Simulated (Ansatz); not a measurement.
```yaml
crystal:
  lattice:
    - [-1.5432869581, 1.5432869581, 1.5432869581]
    - [1.5432869581, -1.5432869581, 1.5432869581]
    - [1.5432869581, 1.5432869581, -1.5432869581]
  atoms:
    - { symbol: Re, position: [0.0, 0.0, 0.0] }
basis:
  ecutwfc: 420
  ecutrho_ratio: 4
kpoints:
  mp_grid: { grid: [18, 18, 18] }
hamiltonian:
  xc: pbe
scf:
  occupations: { method: gaussian, width: 0.05 }
output:
  forces: true
  stress: true
  eigenvalues: true
```

Q: What does this Ansatz input ask for?

A: It asks for a single-point calculation of Re with PBE (scalar-relativistic), a cutoff of 420 eV (density cutoff 4 times that), a Γ-centred 18×18×18 mesh and Gaussian smearing of 0.05 eV, without spin polarisation. Forces, stress and eigenvalues are wanted.

Q: How large is the problem?

A: 15 valence electrons, 321 plane waves at Γ, 48 symmetry operations and 195 irreducible k-points; it took 6 SCF iterations in all.

At room temperature and ambient pressure Re is hcp.
